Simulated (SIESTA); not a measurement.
Wanted: an ASE script for a SIESTA 5.4.2 run.

| Property | Result |
| --- | --- |
| Task | single point |
| Functional | PBE |
| Potentials or basis | PseudoDojo 0.4 standard (PBE files) |
| Basis | DZP (energy shift 0.003 Ry; two zetas on semicore shells) |
| Grid cutoff | 800 Ry |
| Energy shift | 0.003 Ry |
| k mesh | 9 × 9 × 9 |
| Occupations | fermi-dirac, width 0.05 eV |
| Spin | collinear spin, ferromagnetic start |
| Starting moments | [2.0, 1.0] μB |
| Fixed moment | 4 μB |

TiCo:

```
CELL_PARAMETERS angstrom
2.98611 0.00000 0.00000
0.00000 2.98611 0.00000
0.00000 0.00000 2.98611
ATOMIC_POSITIONS crystal
Co 0.50000 0.50000 0.50000
Ti 0.00000 0.00000 0.00000
```

The cell comes from a database or a generator and needn't be the stable form of this composition.

One way to write it, as run:

run.py

```python
from ase.spacegroup import crystal
from ase.calculators.siesta import Siesta
from ase.units import Ry, GPa

atoms = crystal(
    ['Co', 'Ti'],
    basis=[(0.5, 0.5, 0.5), (0.0, 0.0, 0.0)],
    spacegroup=221,  # Pm-3m
    cellpar=[2.98611099, 2.98611099, 2.98611099, 90.0, 90.0, 90.0],
)

fdf = {
    'SCFMustConverge': False,
    'DM.InitSpin': ['  1   2.000', '  2   1.000'],
    'Spin.Fix': 'true',
    'Spin.Total': '4.00',
    'OccupationFunction': 'FD',
    'ElectronicTemperature': '0.05 eV',
    'MaxSCFIterations': '200',
    'SCF.Mixer.Method': 'Pulay',
    'SCF.Mixer.Weight': '0.1',
    'SCF.Mixer.History': '10',
    'SCF.DM.Tolerance': '5.0e-05',
    'SCF.H.Tolerance': '1.0e-03 eV',
    'WriteForces': 'true',
    'Charge.Mulliken': 'end',
    'Charge.Hirshfeld': 'end',
    'Charge.Voronoi': 'end',
    'SaveRho': 'true',
    'SaveElectrostaticPotential': 'true',
    'PAO.Basis': ['Co.1 5', 'n=3 0 2', '  2.527 0.000', 'n=4 0 2', '  7.356 0.000', 'n=3 1 2', '  2.822 0.000', 'n=4 1 1', '  7.356', 'n=3 2 2', '  4.649 0.000', 'Ti.2 5', 'n=3 0 2', '  3.144 0.000', 'n=4 0 2', '  8.756 0.000', 'n=3 1 2', '  3.568 0.000', 'n=4 1 1', '  8.756', 'n=3 2 2', '  6.267 0.000'],
}
calc = Siesta(
    label="TiCo",
    command="siesta < PREFIX.fdf > PREFIX.out",
    pseudo_path="pseudos",
    pseudo_qualifier="",
    xc=('GGA', 'PBE'),
    basis_set="DZP",
    mesh_cutoff=800 * Ry,
    energy_shift=0.003 * Ry,
    kpts=[9, 9, 9],
    spin="collinear",
    fdf_arguments=fdf,
)
atoms.calc = calc

print(f"energy = {atoms.get_potential_energy():.6f} eV")
free = atoms.get_potential_energy(force_consistent=True)
print(f"free energy = {free:.6f} eV")
print("forces (eV/A):")
print(atoms.get_forces(apply_constraint=False).round(6))
print("stress (GPa, Voigt order, tension positive):", (atoms.get_stress() / GPa).round(4))
```

Potentials or basis: PseudoDojo 0.4 standard (PBE files), DZP (energy shift 0.003 Ry; two zetas on semicore shells).

Command:

```sh
$ python run.py
```

It gave:

```yaml
Pressure: 20.2 GPa
Net_moment: 4.00 μB per cell
Site_moments: Co +2.31; Ti +1.69 μB
Hirshfeld_charges: Co +0.07; Ti -0.07 e
Voronoi_charges: Co +0.04; Ti -0.04 e
```

Caveat: Mulliken charges of long-ranged orbitals can have an unphysical sign; short orbitals over semicore shells can move pressures by several GPa; the basis of atomic orbitals isn't converged, which shifts pressures, moduli and gaps; the total moment is fixed, so each spin has its own Fermi level.

Run time: 4 min on 1 thread of Intel(R) Xeon(R) Platinum 8175M CPU @ 2.50GHz (Skylake/Cascade Lake) (shared host), peak memory 0.37 GiB.
